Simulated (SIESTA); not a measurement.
## CoO under changes of volume

One of the cells (9.878 Å³/atom); the others are scaled copies at fixed shape and fractional positions:

```
Co O
1.0
     0.00000    2.14562    2.14562
     2.14562    0.00000    2.14562
     2.14562    2.14562    0.00000
Co O
1 1
Direct
  0.00000 0.00000 0.00000
  0.50000 0.50000 0.50000
```

```yaml
Program: SIESTA 5.4.2
Functional: PBE
Potentials_or_basis: PseudoDojo 0.4 standard (PBE files)
Basis: DZP (energy shift 0.002 Ry)
Grid_cutoff: 800 Ry
Energy_shift: 0.002 Ry
k_mesh: 11 × 11 × 11
Occupations: fermi-dirac, width 0.05 eV
Spin: collinear spin, ferromagnetic start
Starting_moments: "[2.0, 0.0] μB"
```

```csv
volume (Å³/atom),energy over the lowest point (meV/atom),pressure (GPa),moment (μB per cell)
9.103,16.86,11.2,2.86
9.297,?,?,?
9.490,0.00,3.2,2.96
9.878,1.74,-4.2,2.99
10.071,8.86,-7.2,3.00
10.265,19.53,-10.1,3.00
```

Task: What does the run at 9.297 Å³/atom give?

Result: Energy over the lowest point 6.10 meV/atom; pressure 7.0 GPa; moment 2.91 μB per cell.

Worked out: A Birch-Murnaghan fit of order 3 (a polynomial in V^(-2/3)) to the other rows has its minimum at 9.64 Å³/atom with B0 = V·E''(V) = 181 GPa and B' = 2.9. It gives 5.88 meV/atom at 9.297 Å³/atom, against the run's 6.10, and -dE/dV = 6.9 GPa, against 7.0. A parabola through the other rows of the moment, of slope 0.23 μB per Å³/atom there, gives 2.91 μB, against the run's 2.91.

Energies are extrapolated to zero smearing.

Caveats: semicore shells carry a single zeta, which can move pressures by several GPa and volumes by a few percent; the basis of atomic orbitals isn't converged, which shifts pressures, moduli and gaps; a cell with one magnetic atom can't hold antiferromagnetic order, which such compounds often take.
